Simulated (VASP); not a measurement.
# Te2Pt in VASP: a series of runs, part 2 of 2

VASP 6.6.1. Earlier steps stand in the parts before.

**4. Single point, PBE+D3(BJ)**

INCAR

```
ALGO = Normal ; DIPOL = 0.5 0.5 0.500
EDIFF = 1E-6 ; ENCUT = 520
GGA = PE ; ICORELEVEL = 1
IDIPOL = 3 ; ISIF = 2
ISMEAR = 1 ; IVDW = 12
KPAR = 2 ; LASPH = True
LCHARG = False ; LDIPOL = True
LREAL = False ; LVACPOTAV = True
LVHAR = True ; LWAVE = False
NBANDS = 31 ; NELM = 80
PREC = Accurate ; SIGMA = 0.1
```

KPOINTS

```
k-points
0
Gamma
  12 12 1
```

POSCAR

```
Te2Pt                                   
1.0
    4.0477877900      0.0000000000      0.0000000000
   -2.0238941000      3.5054871800      0.0000000000
    0.0000000000      0.0000000000     22.8213621200
  Te              Pt            
     4     2
Direct
     0.6666669999999968    0.3333340000000007    0.3282237944706078
     0.3333330000000032    0.6666659999999993    0.4474966985254822
     0.6666669999999968    0.3333340000000007    0.5525033014745179
     0.3333330000000032    0.6666659999999993    0.6717762055293922
     0.0000000000000000    0.0000000000000000    0.3889425702798673
     0.0000000000000000    0.0000000000000000    0.6110574297201327
```

Potentials or basis: VASP PAW PBE potentials, release 64 (Te, Pt).

Command:

```console
cat potpaw_PBE.64/Te/POTCAR potpaw_PBE.64/Pt/POTCAR > POTCAR
mpirun -np 2 vasp_std > vasp.out
```

OUTCAR:

```text
EDIFF = 1E-6
   ENCUT = 520
   GGA = PE
   ISIF = 2
   ISMEAR = 1
   IVDW = 12
   LASPH = True
   LREAL = False
   NELM = 80
   PREC = Accurate
 IVDW          = 12

 ion  position               nearest neighbor table
   1  0.667  0.333  0.328-   5 2.72   5 2.72   5 2.72   2 3.59   2 3.59   2 3.59
   2  0.333  0.667  0.447-   5 2.69   5 2.69   5 2.69   3 3.35   3 3.35   3 3.35   1 3.59   1 3.59
                             1 3.59
   3  0.667  0.333  0.553-   6 2.69   6 2.69   6 2.69   2 3.35   2 3.35   2 3.35   4 3.59   4 3.59
                             4 3.59
   4  0.333  0.667  0.672-   6 2.72   6 2.72   6 2.72   3 3.59   3 3.59   3 3.59
   5  0.000  0.000  0.389-   2 2.69   2 2.69   2 2.69   1 2.72   1 2.72   1 2.72
   6  0.000  0.000  0.611-   3 2.69   3 2.69   3 2.69   4 2.72   4 2.72   4 2.72

  LATTYP: Found a hexagonal cell.
 ALAT       =     4.0477877900
 C/A-ratio  =     5.6379838331

  Lattice vectors:

 A1 = (   4.0477877900,   0.0000000000,   0.0000000000)
 A2 = (  -2.0238941000,   3.5054871800,   0.0000000000)
 A3 = (   0.0000000000,   0.0000000000,  22.8213621200)

Analysis of symmetry for initial positions (statically):
=====================================================================
 Subroutine PRICEL returns:
[... 201 lines left out ...]
      1     -12.2872      2.00000
      2     -11.6282      2.00000
      3     -10.2539      2.00000
      4      -9.3384      2.00000
      5      -4.5873      2.00000
      6      -4.0791      2.00000
[... 635 lines left out ...]
     30       7.7912      0.00000
     31       8.0589      0.00000

------------------------ aborting loop because EDIFF is reached ----------------------------------------

 Edisp (eV)   -2.66852

 E8    (eV) :    -1.2655

  FORCE on cell =-STRESS in cart. coord.  units (eV):
  Direction    XX          YY          ZZ          XY          YZ          ZX
  --------------------------------------------------------------------------------------
  -------------------------------------------------------------------------------------
  Total      -1.37258    -1.37258     0.12530     0.00000     0.00000     0.00000
  in kB      -6.79111    -6.79111     0.61994     0.00000     0.00000     0.00000
  external pressure =       -4.32 kB  Pullay stress =        0.00 kB

 VOLUME and BASIS-vectors are now :
 -----------------------------------------------------------------------------
  energy-cutoff  :      520.00
  volume of cell :      323.82
      direct lattice vectors                 reciprocal lattice vectors
     4.047787790  0.000000000  0.000000000     0.247048524  0.142633541  0.000000000
    -2.023894100  3.505487180  0.000000000     0.000000000  0.285267054  0.000000000
     0.000000000  0.000000000 22.821362120     0.000000000  0.000000000  0.043818594

 POSITION                                       TOTAL-FORCE (eV/Angst)
 -----------------------------------------------------------------------------------
      2.02389      1.16850      7.49051        -0.000000      0.000000     -0.017842
     -0.00000      2.33699     10.21248        -0.000000      0.000000      0.002458
      2.02389      1.16850     12.60888         0.000000     -0.000000     -0.002458
     -0.00000      2.33699     15.33085        -0.000000     -0.000000      0.017842
      0.00000      0.00000      8.87620        -0.000000     -0.000000     -0.009551
      0.00000      0.00000     13.94516        -0.000000     -0.000000      0.009551
 -----------------------------------------------------------------------------------
    total drift:                                0.000000     -0.000000      0.000000

  FREE ENERGIE OF THE ION-ELECTRON SYSTEM (eV)
  ---------------------------------------------------
  free  energy   TOTEN  =       -29.6445504868 eV

  energy  without entropy=      -29.6419767215  energy(sigma->0) =      -29.64369257

 vacuum level on the upper side and lower side of the slab         5.907         5.907
```

OSZICAR:

```text
N       E                     dE             d eps       ncg     rms          rms(c)
DAV:   1     0.283534287547E+03    0.28353E+03   -0.16148E+04  1178   0.112E+03
DAV:   2    -0.203691419060E+01   -0.28557E+03   -0.26980E+03  1604   0.196E+02
DAV:   3    -0.271410726333E+02   -0.25104E+02   -0.24654E+02  1509   0.620E+01
DAV:   4    -0.278319963800E+02   -0.69092E+00   -0.68952E+00  1550   0.108E+01
DAV:   5    -0.278470519801E+02   -0.15056E-01   -0.15053E-01  1680   0.186E+00    0.172E+01
DAV:   6    -0.272457510788E+02    0.60130E+00   -0.44914E+00  1297   0.148E+01    0.119E+01
DAV:   7    -0.271049235925E+02    0.14083E+00   -0.17450E+00  1269   0.991E+00    0.417E+00
DAV:   8    -0.269820248523E+02    0.12290E+00   -0.24551E-01  1416   0.375E+00    0.103E+00
DAV:   9    -0.269759371918E+02    0.60877E-02   -0.78581E-02  1374   0.169E+00    0.434E-01
DAV:  10    -0.269759671776E+02   -0.29986E-04   -0.54227E-03  1417   0.423E-01    0.319E-01
DAV:  11    -0.269760973658E+02   -0.13019E-03   -0.23709E-04  1525   0.813E-02    0.148E-01
DAV:  12    -0.269759703962E+02    0.12697E-03   -0.30027E-04  1388   0.128E-01    0.583E-02
DAV:  13    -0.269759927853E+02   -0.22389E-04   -0.53315E-05  1311   0.324E-02    0.227E-02
DAV:  14    -0.269760074241E+02   -0.14639E-04   -0.15965E-06  1008   0.576E-03    0.121E-02
DAV:  15    -0.269760193112E+02   -0.11887E-04   -0.24351E-06  1017   0.813E-03    0.901E-03
DAV:  16    -0.269760275633E+02   -0.82521E-05   -0.16540E-06   995   0.421E-03    0.526E-03
DAV:  17    -0.269760333593E+02   -0.57960E-05   -0.33382E-06  1032   0.846E-03    0.784E-03
DAV:  18    -0.269760337964E+02   -0.43708E-06   -0.14744E-07   933   0.178E-03
   1 F= -.29644550E+02 E0= -.29643693E+02  d E =-.257377E-02
```

Wall time 74 s (2 MPI ranks of Intel Xeon 6975P-C (Granite Rapids), shared host); peak memory 0.49 GiB.

What came out:

| Property | Result |
| --- | --- |
| Free energy | -29.6446 eV |
| Largest force | 0.018 eV/Å |
| Band gap on the k mesh | none (metal or under the smearing width) |
| Dispersion energy per atom | -0.445 eV |
| Work function of the upper face | 4.25 eV |
| Work function of the lower face | 4.25 eV |

Forces in eV/Å, atoms in the order of the input:
```
Te   0.000  0.000 -0.018
Te   0.000  0.000  0.002
Te   0.000  0.000 -0.002
Te   0.000  0.000  0.018
Pt   0.000  0.000 -0.010
Pt   0.000  0.000  0.010
```

Levels at points of the mesh, in eV from the Fermi level:
```csv
k point,band 18,band 19,band 20,band 21,band 22,band 23,band 24,band 25,band 26,band 27
"(0.00, 0.00, 0.00)",-1.10,-1.10,-0.63,-0.63,0.29,1.23,1.23,1.90,1.90,2.90
"(0.50, 0.00, 0.00)",-3.21,-3.09,-2.68,-2.57,-1.42,0.56,0.81,1.37,1.97,2.96
```

Core levels (eV, on the scale of the bands):
| atom | levels |
| --- | --- |
| 1 Te | 1s -31615.2, 2s -4842.8, 2p -4346.2, 3s -958.9, 3p -797.6, 3d -553.9, 4s -158.4, 4p -108.4, 4d -35.7 |
| 2 Te | 1s -31615.5, 2s -4843.0, 2p -4346.4, 3s -959.2, 3p -797.8, 3d -554.1, 4s -158.7, 4p -108.7, 4d -36.0 |
| 3 Te | 1s -31615.5, 2s -4843.0, 2p -4346.4, 3s -959.2, 3p -797.8, 3d -554.1, 4s -158.7, 4p -108.7, 4d -36.0 |
| 4 Te | 1s -31615.2, 2s -4842.8, 2p -4346.2, 3s -958.9, 3p -797.6, 3d -553.9, 4s -158.4, 4p -108.4, 4d -35.7 |
| 5 Pt | 1s -78397.6, 2s -13767.2, 2p -11927.5, 3s -3231.1, 3p -2695.6, 3d -2116.0, 4s -691.4, 4p -515.8, 4d -302.9, 4f -66.3, 5s -97.8, 5p -51.9 |
| 6 Pt | 1s -78397.6, 2s -13767.2, 2p -11927.5, 3s -3231.1, 3p -2695.6, 3d -2116.0, 4s -691.4, 4p -515.8, 4d -302.9, 4f -66.3, 5s -97.8, 5p -51.9 |

The run has no spin-orbit coupling, so splittings on Pt, Te are missing.
